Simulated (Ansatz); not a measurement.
# Se, dhcp: geometry optimisation

The calculation used Ansatz 0.2.0, DFT, RPBE, plane waves (420 eV) with PAW, scalar-relativistic. The PAW files were generated under PBE, with cores re-solved for the functional.

k-point mesh 12×12×3, Fermi-Dirac smearing 0.1 eV, no spin polarisation. Cell and atoms relax.

Starting structure:

```yaml
crystal:
  lattice:
    - [3.1360302227, 0.0, 0.0]
    - [-1.5680151114, 2.7158818399, 0.0]
    - [0.0, 0.0, 10.2422747074]
  atoms:
    - { symbol: Se, position: [0.0, 0.0, 0.0] }
    - { symbol: Se, position: [0.0, 0.0, 0.5] }
    - { symbol: Se, position: [0.3333333333, 0.6666666667, 0.25] }
    - { symbol: Se, position: [0.6666666667, 0.3333333333, 0.75] }
hamiltonian:
  xc: rpbe
  pseudopotentials:
    kind: paw
    azcp:
      Se: "pseudopotentials/Se.paw.azcp"
basis:
  ecutwfc: 420
  fft_grid_basis: typed
kpoints:
  mp_grid: { grid: [12, 12, 3], shift: [0, 0, 0] }
magnetization:
  spin_polarized: false
scf:
  occupations: { method: fermi_dirac, width: 0.1 }
relax:
  max_steps: 60
  f_tol: 0.01
  cell: {}
output:
  write_density: true
  write_potential: true
  elf: true
  volumetric_format: npy
```

Problem. The pressure at the start is -2.1 GPa. By how much does the volume change?

Solution. From 21.81 to 23.51 Å³ per atom, 7.8 %. The final cell has a = 3.868 Å, c = 7.257 Å (c/a = 1.876).

The cell has left the dhcp structure type; it ends in P6_3/mmc.

Problem. How much energy does the relaxation gain?

Solution. 431.9 meV per atom.
